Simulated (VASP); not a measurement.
# Na: convergence, self-consistent run

Na, I4/mmm (no. 139), 1 atom in the cell. AM05; PAW potentials Na_pv (PBE set). VASP 6.6.1.

Wanted: energy within 0.5 meV/atom.

What the run is for: energy; Accuracy asked: tight.

POSCAR:
```
Na
1.0
   -2.1410000000      2.1410000000      2.1731150000
    2.1410000000     -2.1410000000      2.1731150000
    2.1410000000      2.1410000000     -2.1731150000
Na
1
Direct
    0.0000000000      0.0000000000      0.0000000000
```

The series start from Plane-wave cutoff (eV): 340; Smearing width (eV): 0.07; k-point mesh: 12 × 12 × 12; Precision mode (PREC): Accurate; Electronic threshold (eV): 1e-6; Bands in all (NBANDS): 13; Aspherical gradient terms in the spheres (LASPH): yes; Electronic algorithm: ALGO=Normal; Delay and inner steps: defaults; Density mixing: defaults. Each series keeps the choices made before it, and each single choice may use up half of a tolerance.

## Plane-wave cutoff (eV)

| Plane-wave cutoff (eV) | Energy less reference (meV/atom) | SCF iterations | Time (s) |
|---|---|---|---|
| 210 | 114.42 | 11 | 16 |
| 260 | 4.47 | 9 | 17 |
| 300 | 4.20 | 9 | 28 |
| 340 | 3.90 | 9 | 26 |
| 390 | 2.54 | 9 | 28 |
| 460 | 0.81 | 9 | 42 |
| 550 | 0.50 | 9 | 50 |
| 690 (reference) | 0.00 | 10 | 65 |

Chosen: 690; the next looser run is off by more than half of the tolerance, so convergence isn't shown beyond this value.

## Smearing width (eV)

| Smearing width (eV) | Energy less reference (meV/atom) | SCF iterations | Time (s) |
|---|---|---|---|
| 0.3 | -1.95 | 10 | 57 |
| 0.2 | -1.18 | 10 | 60 |
| 0.15 | -0.72 | 10 | 54 |
| 0.1 | -0.30 | 10 | 51 |
| 0.07 | -0.13 | 10 | 65 |
| 0.04 (reference) | 0.00 | 10 | 53 |

Chosen: 0.07, the loosest value from which every tighter one stays within half of the tolerance.

## k-point mesh

| k-point mesh | Energy less reference (meV/atom) | SCF iterations | Time (s) |
|---|---|---|---|
| 4 × 4 × 4 | 110.53 | 10 | 7.1 |
| 5 × 5 × 5 | 4.65 | 10 | 8.7 |
| 6 × 6 × 6 | 35.02 | 10 | 13 |
| 8 × 8 × 8 | 8.84 | 10 | 22 |
| 10 × 10 × 10 | 4.84 | 10 | 34 |
| 12 × 12 × 12 | 2.12 | 10 | 65 |
| 14 × 14 × 14 | -0.02 | 10 | 74 |
| 17 × 17 × 17 (reference) | 0.00 | 10 | 119 |

Chosen: 14 × 14 × 14.

## Precision mode (PREC)

| Precision mode (PREC) | Energy less reference (meV/atom) | SCF iterations | Time (s) |
|---|---|---|---|
| Low | 0.18 | 10 | 41 |
| SingleN | 0.18 | 10 | 42 |
| Normal | 0.05 | 10 | 42 |
| Accurate (reference) | 0.00 | 10 | 74 |

Chosen: Low.

## Electronic threshold (eV)

| Electronic threshold (eV) | Energy less reference (meV/atom) | SCF iterations | Time (s) |
|---|---|---|---|
| 0.001 | -0.04 | 7 | 28 |
| 0.0001 | 0.00 | 8 | 31 |
| 1e-5 | 0.00 | 9 | 34 |
| 1e-6 | 0.00 | 10 | 41 |
| 1e-7 | 0.00 | 11 | 41 |
| 1e-8 (reference) | 0.00 | 12 | 45 |

Chosen: 0.001.

## Bands in all (NBANDS)

| Bands in all (NBANDS) | Energy less reference (meV/atom) | SCF iterations | Time (s) |
|---|---|---|---|
| 5 | 0.00 | 7 | 11 |
| 6 | 0.00 | 7 | 13 |
| 8 | 0.00 | 7 | 18 |
| 10 | 0.00 | 7 | 23 |
| 13 | 0.00 | 7 | 28 |
| 22 (reference) | 0.00 | 7 | 48 |

Chosen: 5.

## Aspherical gradient terms in the spheres (LASPH)

| Aspherical gradient terms in the spheres (LASPH) | Energy less reference (meV/atom) | SCF iterations | Time (s) |
|---|---|---|---|
| no | 0.00 | 7 | 12 |
| yes (reference) | 0.00 | 7 | 11 |

Chosen: no.

## Electronic algorithm

| Electronic algorithm | Energy less reference (meV/atom) | SCF iterations | Time (s) |
|---|---|---|---|
| ALGO=Normal | 0.00 | 7 | 12 |
| ALGO=Fast | 0.07 | 8 | 13 |
| ALGO=VeryFast | 0.07 | 15 | 21 |
| ALGO=All ISEARCH=1 | 0.18 | 8 | 13 |
| ALGO=All ISEARCH=0 | 0.18 | 8 | 13 |
| ALGO=Damped TIME=0.4 | 0.54 | 10 | 16 |
| ALGO=Damped TIME=0.1 | 0.78 | 13 | 19 |
| ALGO=Old Fast | 0.02 | 7 | 12 |

Chosen: ALGO=Normal; no other choice that stays within half of the tolerance saves 30 % of the time.

## Delay and inner steps

| Delay and inner steps | Energy less reference (meV/atom) | SCF iterations | Time (s) |
|---|---|---|---|
| defaults | 0.00 | 7 | 12 |
| NELMDL=-2 | -1.16 | 6 | 10 |
| NELMDL=-8 | 0.00 | 10 | 14 |
| NELMDL=-12 | 0.00 | 14 | 18 |
| NRMM=2 | 0.00 | 7 | 12 |
| NRMM=6 | 0.00 | 7 | 12 |
| WEIMIN=0.001 | 0.00 | 7 | 12 |

Chosen: defaults.

## Density mixing

| Density mixing | Energy less reference (meV/atom) | SCF iterations | Time (s) |
|---|---|---|---|
| defaults | 0.00 | 7 | 12 |
| BMIX=0.5 | 0.04 | 7 | 12 |
| MAXMIX=-10 | 0.00 | 7 | 12 |
| BMIX=0.0001 | 0.06 | 7 | 12 |
| AMIX=0.1 | -2.51 | 6 | 10 |
| AMIX=0.4 IMIX=1 | -0.32 | 7 | 11 |
| AMIX=0.8 | 0.05 | 7 | 12 |

Chosen: defaults.

## All choices together

| Input | Energy less reference (meV/atom) | Time (s) |
|---|---|---|
| the program's defaults (naive) | 8.74 | 1.3 |
| chosen settings | 0.09 | 12 |
| reference settings throughout | 0.00 | 246 |

The chosen settings stay within the tolerance of the reference run, but the reference itself isn't shown to be converged in: Plane-wave cutoff (eV).

## The input

INCAR:
```
ALGO = Normal
EDIFF = 0.001
ENCUT = 690
GGA = AM
GGA_COMPAT = F
ISIF = 2
ISMEAR = 0
LASPH = F
LCHARG = F
LREAL = F
LWAVE = F
NBANDS = 5
NELM = 120
PREC = Low
SIGMA = 0.07
```

KPOINTS:
```
Automatic mesh
0
Gamma
  14 14 14
  0 0 0
```

Commands:
```
cat potpaw_PBE.64/Na_pv/POTCAR > POTCAR
mpirun -np 1 vasp_std > vasp.out
```

The chosen input took VASP 6.6.1 12 s on 1 core (AMD EPYC 7R43 (Zen 3)), a shared host.

## An input that fails: one k point for a small cell

It runs to its end, but against the unchanged starting input it is off by 1845.66 meV/atom in the energy.

k mesh: 12 × 12 × 12 becomes 1 × 1 × 1.

Changes against the starting input:
```
- NELM = 120
+ NELM = 91
```
